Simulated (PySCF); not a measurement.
Species: C6H8N (charge +1).
SMILES with atom numbers: `[NH3+:1][c:2]1[cH:3][cH:4][cH:5][cH:6][cH:7]1` (hydrogens: H8, H9, H10 on N1; H11 on C3; H12 on C4; H13 on C5; H14 on C6; H15 on C7)

The same species was optimised twice, with GFN2-xTB and with PBE0-D3(BJ)/def2-SVP (PySCF), and the same property calculations (PySCF, gas phase) were run on both structures.

| coordinate | GFN2-xTB | PBE0-D3(BJ)/def2-SVP | change |
| --- | --- | --- | --- |
| N1–C2 (Å) | 1.488 | 1.477 | -0.011 |
| C5–C6 (Å) | 1.386 | 1.395 | +0.009 |
| C4–C5 (Å) | 1.385 | 1.393 | +0.008 |
| C3–C4 (Å) | 1.386 | 1.394 | +0.008 |
| C6–C7 (Å) | 1.386 | 1.392 | +0.006 |
| C2–C7 (Å) | 1.384 | 1.390 | +0.006 |
| C2–C3 (Å) | 1.383 | 1.389 | +0.006 |
| C3–C2–C7 (°) | 121.8 | 122.9 | +1.1 |
| C2–C7–C6 (°) | 118.9 | 118.1 | -0.8 |
| C2–C3–C4 (°) | 118.8 | 118.2 | -0.6 |
| N1–C2–C7 (°) | 119.0 | 118.4 | -0.6 |
| N1–C2–C3 (°) | 119.2 | 118.6 | -0.6 |
| C5–C6–C7 (°) | 120.1 | 120.2 | +0.1 |
| C4–C5–C6 (°) | 120.3 | 120.5 | +0.2 |
| C3–C4–C5 (°) | 120.1 | 120.1 | 0.0 |

Rotational constants: A = 5552, B = 2481, C = 1731 MHz (GFN2-xTB) against A = 5461, B = 2485, C = 1724 MHz (PBE0-D3(BJ)/def2-SVP). Atoms that the bonding makes alike are paired by their places after alignment.

On the GFN2-xTB structure: isotropic polarisability (au) 69.7 [CAM-B3LYP/def2-SVPD]; HOMO (eV) -13.09 [CAM-B3LYP/def2-SVPD]; LUMO (eV) -4.01 [CAM-B3LYP/def2-SVPD]; HOMO (eV) -11.91 [PBE0/pcSseg-1]; LUMO (eV) -4.96 [PBE0/pcSseg-1]; GIAO shielding of N1 (ppm) 194.3 [PBE0/pcSseg-1]; GIAO shielding of C2 (ppm) 58.1 [PBE0/pcSseg-1]; GIAO shielding of C3/C7 (mean) (ppm) 60.7 [PBE0/pcSseg-1]; GIAO shielding of C4/C6 (mean) (ppm) 46.1 [PBE0/pcSseg-1]; GIAO shielding of C5 (ppm) 42.7 [PBE0/pcSseg-1].

Q: What do these properties become on the PBE0-D3(BJ)/def2-SVP structure?

A: 
```tsv
property	level	on GFN2-xTB	on PBE0-D3(BJ)/def2-SVP	change
isotropic polarisability (au)	CAM-B3LYP/def2-SVPD	69.7	70.8	+1.1
HOMO (eV)	CAM-B3LYP/def2-SVPD	-13.09	-13.06	+0.03
LUMO (eV)	CAM-B3LYP/def2-SVPD	-4.01	-4.01	0.00
energy, GFN2-xTB geometry as zero (kcal/mol)	CAM-B3LYP/def2-SVPD	0.0	-0.6	-0.6
HOMO (eV)	PBE0/pcSseg-1	-11.91	-11.89	+0.02
LUMO (eV)	PBE0/pcSseg-1	-4.96	-5.01	-0.05
energy, GFN2-xTB geometry as zero (kcal/mol)	PBE0/pcSseg-1	0.0	-0.4	-0.4
GIAO shielding of N1 (ppm)	PBE0/pcSseg-1	194.3	195.2	+0.9
GIAO shielding of C2 (ppm)	PBE0/pcSseg-1	58.1	59.3	+1.2
GIAO shielding of C3/C7 (mean) (ppm)	PBE0/pcSseg-1	60.7	58.6	-2.1
GIAO shielding of C4/C6 (mean) (ppm)	PBE0/pcSseg-1	46.1	43.6	-2.5
GIAO shielding of C5 (ppm)	PBE0/pcSseg-1	42.7	40.5	-2.2
```

The heavy atoms differ by 0.010 Å rms after alignment. Among bonds between heavy atoms N1–C2 changes most (-0.011 Å). Changes are differences of the printed values. Neither structure is proved a minimum here. Isolated species at its PBE0-D3(BJ)/def2-SVP geometry, gas phase.
